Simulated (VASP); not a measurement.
ZnO (rocksalt): gaps by functional in VASP

```
CELL_PARAMETERS angstrom
0.00000 2.13377 2.13377
2.13377 0.00000 2.13377
2.13377 2.13377 0.00000
ATOMIC_POSITIONS crystal
Zn 0.00000 0.00000 0.00000
O 0.50000 0.50000 0.50000
```

All runs share this cell. Band v is the last that the valence electrons fill when counted band by band, and c is the next. A negative gap between them is a band overlap, as in a metal.

```csv
level,gap (eV),least direct gap (eV),pressure (GPa)
PBE,0.92,2.32,9.1
r²SCAN,1.55,2.98,1.5
LDA,0.92,2.31,-6.0
PBEsol,0.83,2.26,0.9
```
